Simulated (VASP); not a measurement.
Te:

```xyz
1
Lattice="2.3059 1.3313 1.6910 -2.3059 1.3313 1.6910 0.0000 -2.6626 1.6910" Properties=species:S:1:pos:R:3 pbc="T T T"
Te    0.0000    0.0000    2.5364
```

This isn't the form of Te at room conditions, which is trigonal, of chains.

- Program: VASP 6.6.1
- Task: relaxation of cell and atoms
- Functional: BEEF-vdW
- Potentials or basis: VASP PAW PBE potentials, release 64 (Te)
- Cutoff: 600 eV
- k mesh: 9 × 9 × 9
- Occupations: fermi-dirac, width 0.05 eV
- Spin: no spin polarisation

At the start: pressure 4.0 GPa; volume 31.15 Å³/atom.

Where does the relaxation end?

Over 9 steps the energy falls by 32.0 meV/atom and the volume is 33.79 Å³/atom (+8.5 %); space group R-3m (No. 166, to 0.05 Å).

Step by step:
```
step  energy change (eV)  largest force (eV/Å)  pressure (GPa)  volume (Å³)
   1              0.0000                0.0000            3.98        31.15
   2             -0.0219                0.0000           -1.45        34.76
   3             -0.0277                0.0000            0.01        33.54
   4             -0.0277                0.0000           -0.05        33.59
   5             -0.0285                0.0000           -0.07        33.63
   6             -0.0305                0.0000           -0.10        33.74
   7             -0.0319                0.0000           -0.18        33.93
   8             -0.0315                0.0000            0.46        33.45
   9             -0.0320                0.0000            0.01        33.79
```

Final structure:
```cif
data_structure
_symmetry_space_group_name_H-M 'P 1'
_symmetry_Int_Tables_number 1
_cell_length_a 3.2335
_cell_length_b 3.2335
_cell_length_c 3.2335
_cell_angle_alpha 91.192
_cell_angle_beta 91.192
_cell_angle_gamma 91.192
_cell_volume 33.79
loop_
_atom_site_label
_atom_site_type_symbol
_atom_site_fract_x
_atom_site_fract_y
_atom_site_fract_z
_atom_site_occupancy
Te1 Te 0.50000 0.50000 0.50000 1
```

Caveat: the PAW data sets were made with another functional, which shifts forces and pressure a little.
